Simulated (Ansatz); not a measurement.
Structure relaxation of Ga

Computed with DFT r2SCAN, scalar-relativistic, plane waves, PAW in Ansatz. Cutoff 500 eV, Γ-centred k mesh, Gaussian smearing, no spin polarisation in the final step.

The start puts Ga on the lonsdaleite structure type (P6_3/mmc, No. 194), at a guessed volume.

```
CELL_PARAMETERS angstrom
3.79390 0.00000 0.00000
-1.89695 3.28562 0.00000
0.00000 0.00000 6.25994
ATOMIC_POSITIONS crystal
Ga 0.33333 0.66667 0.43750
Ga 0.66667 0.33333 0.93750
Ga 0.66667 0.33333 0.56250
Ga 0.33333 0.66667 0.06250
```

Cell and atoms relax at zero pressure; the relaxation can't lower the symmetry of the start. After a coarse first stage the cell is made exact in the group found at 0.06 Å.

Energies count from the standard state of Ga at the same level.

Problem. What does it relax into?

Solution. It ends in P6/mmm (No. 191). Conventional cell: a = 4.360 Å, c = 2.720 Å. Ga has 3 Ga at 2.52 Å and 2 Ga at 2.72 Å.

```
Ga
1.0
     4.35981    0.00000    0.00000
    -2.17990    3.77571    0.00000
     0.00000    0.00000    2.72023
Ga
2
Cartesian
  0.0000 2.5171 0.0000
  2.1799 1.2586 0.0000
```

Problem. What are its volume, energy, density and gap?

Solution. The volume per atom is 22.39 Å³ and the density is 5.17 g/cm³. The energy over the standard structure is 0.17 eV/atom. The gap on the 15×15×20 mesh is 0 eV (a metal).

The final run used a 15×15×20 mesh on its 2-atom cell and 0.10 eV smearing. For metals, differences of a few meV/atom aren't resolved. Symmetry constrained the relaxation, so the result can be a saddle point.

This form isn't the element's structure at ambient conditions.